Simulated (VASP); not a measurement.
A run of VASP 6.6.1:

The input INCAR:

```
PREC     = Accurate       # precision mode
ENCUT    = 300            # plane-wave cutoff, eV
EDIFF    = 1E-7           # SCF threshold, eV
ISMEAR   = 0              # smearing method
SIGMA    = 0.03           # smearing width, eV
LREAL    = F              # projectors in reciprocal space
LASPH    = T              # aspherical terms in the spheres
NELM     = 80             # most SCF steps
ALGO     = Fast           # electronic algorithm
ISIF     = 4              # what is computed and relaxed
LWAVE    = F              # write WAVECAR
LCHARG   = F              # write CHGCAR
GGA      = PE             # functional
IBRION   = 2              # ionic algorithm
NSW      = 40             # ionic steps
EDIFFG   = -0.01          # ionic threshold
```

File KPOINTS:

```
regular mesh
0
Gamma
  4 4 4
```

File POSCAR:

```
Bi2Se3                                  
1.0
    2.0806450820      1.2012609981     10.2812855217
   -2.0806450820      1.2012609981     10.2812855217
    0.0000000000     -2.4025219964     10.2812855217
  Bi              Se            
     2     3
Direct
     0.3958176902679331    0.3958176902679331    0.3958176902679331
     0.6041823097320670    0.6041823097320670    0.6041823097320670
     1.0000000000000000    1.0000000000000000    1.0000000000000000
     0.2205800627901311    0.2205800627901311    0.2205800627901311
     0.7794199372098689    0.7794199372098689    0.7794199372098689
```

Potentials or basis: VASP PAW PBE potentials, release 64 (Bi, Se).

The run is started by

```sh
$ cat potpaw_PBE.64/Bi/POTCAR potpaw_PBE.64/Se/POTCAR > POTCAR
$ mpirun -np 1 vasp_std > vasp.out
```

Hardware: 1 thread of Intel(R) Xeon(R) 6975P-C (Granite Rapids) (shared host).

Q: How long does it take, and how much memory?

A: Wall time 4.2 min on 1 thread of Intel(R) Xeon(R) 6975P-C (Granite Rapids), with other jobs on the host, peak memory 0.49 GiB. Counts: scf iterations 71, k points 13, ion steps 7.
